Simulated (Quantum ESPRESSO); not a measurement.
**CuO (Tenorite) under changes of volume**

One of the cells (10.163 Å³/atom); the others are scaled copies at fixed shape and fractional positions:

```
Cu O
1.0
     2.34465   -1.71340    0.00000
     2.34465    1.71340    0.00000
    -0.86055    0.00000    5.05944
Cu O
2 2
Direct
  0.49680 0.00320 0.50000
  0.00320 0.49680 0.00000
  0.40560 0.57140 0.75370
  0.57140 0.40560 0.25370
```

```yaml
Program: Quantum ESPRESSO 7.5
Functional: PBEsol
Potentials_or_basis: GBRV 1.5 PBEsol
Cutoff: 762 eV
Density_cutoff: 6095 eV
k_mesh: 10 × 10 × 5
Occupations: fermi-dirac, width 0.05 eV
Spin: no spin polarisation
```

| volume (Å³/atom) | energy over the lowest point (meV/atom) | pressure (GPa) | largest force (eV/Å) |
| --- | --- | --- | --- |
| 9.553 | 16.22 | 10.5 | 0.943 |
| 9.756 | 5.37 | 5.8 | 0.870 |
| 9.959 | 0.16 | 1.6 | 0.802 |
| 10.163 | 0.00 | -2.2 | 0.763 |
| 10.366 | 4.34 | -5.6 | 0.752 |
| 10.569 | 12.68 | -8.5 | 0.748 |
| 10.772 | ? | ? | ? |

What does the run at 10.772 Å³/atom give?

Energy over the lowest point 24.60 meV/atom; pressure -11.1 GPa; largest force 0.750 eV/Å.

Worked out: A Birch-Murnaghan fit of order 3 (a polynomial in V^(-2/3)) to the other rows has its minimum at 10.07 Å³/atom with B0 = V·E''(V) = 185 GPa and B' = 4.7 at fixed shape and positions, which overstates the stiffness. It gives 24.59 meV/atom at 10.772 Å³/atom, against the run's 24.60, and -dE/dV = -10.7 GPa, against -11.1.

Energies are extrapolated to zero smearing.

Caveats: the run has no spin polarisation, though such a crystal can be magnetic.
